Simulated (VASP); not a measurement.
# From VASP inputs to Ansatz: SrO (strained rocksalt)

INCAR

```
ISIF = 2
LWAVE = .FALSE.
LREAL = .FALSE.
NELM = 120
ISMEAR = -1
LCHARG = .TRUE.
NSW = 0
LASPH = .TRUE.
NBANDS = 15
SIGMA = 0.02
IBRION = -1
LELF = .TRUE.
PREC = Accurate
ENCUT = 520
EDIFF = 1E-7
GGA = PE
```

KPOINTS

```
KPOINTS created by Atomic Simulation Environment
0
Gamma
8 8 8
0 0 0
```

KPOINTS_OPT

```
special points
7
Reciprocal
0.0000000000 0.0000000000 0.0000000000 1
0.5000000000 0.0000000000 0.5000000000 1
0.6250000000 0.2500000000 0.6250000000 1
0.3750000000 0.3750000000 0.7500000000 1
0.5000000000 0.5000000000 0.5000000000 1
0.5000000000 0.2500000000 0.7500000000 1
0.0000000000 0.5000000000 0.5000000000 1
```

POSCAR

```
Sr O
 1.0000000000000000
     0.0864678396000000    2.5889633957000000    2.5889633957000000
     2.5889633957000000    0.0864678396000000    2.5889633957000000
     2.5889633957000000    2.5889633957000000    0.0864678396000000
 Sr  O
   1   1
Cartesian
  0.0000000000000000  0.0000000000000000  0.0000000000000000
  2.6321973155000005  2.6321973155000005  2.6321973155000005
```

VASP ran with the recommended PBE PAW datasets (16 valence electrons in the cell).

**Question.** Translate these files to an Ansatz input.

**Answer.** 

```yaml
crystal:
  lattice:
    - [0.0864678396, 2.5889633957, 2.5889633957]
    - [2.5889633957, 0.0864678396, 2.5889633957]
    - [2.5889633957, 2.5889633957, 0.0864678396]
  atoms:
    - { symbol: Sr, position: [0.0, 0.0, 0.0] }
    - { symbol: O, position: [0.5, 0.5, 0.5] }
kpoints:
  mp_grid: { grid: [8, 8, 8] }
  band_path:
    path:
      - [0.0, 0.0, 0.0]
      - [0.5, 0.0, 0.5]
      - [0.625, 0.25, 0.625]
      - [0.375, 0.375, 0.75]
      - [0.5, 0.5, 0.5]
      - [0.5, 0.25, 0.75]
      - [0.0, 0.5, 0.5]
    npoints: 1
hamiltonian:
  xc: pbe
scf:
  occupations: { method: fermi_dirac, width: 0.02 }
  n_extra_bands: 4
output:
  forces: true
  stress: true
  eigenvalues: true
  write_density: true
  write_potential: true
  elf: true
  volumetric_format: npy
```

Other inputs would serve too.

```tsv
	VASP	Ansatz
gap between bands v and c	3.19 eV	3.24 eV
least direct gap	3.26 eV	3.30 eV
pressure	6.5 GPa	5.8 GPa
```

The two codes use different PAW datasets and cutoffs. VASP's cell holds 16 valence electrons and Ansatz's 16. Ansatz's stress includes a Pulay correction; VASP's doesn't.
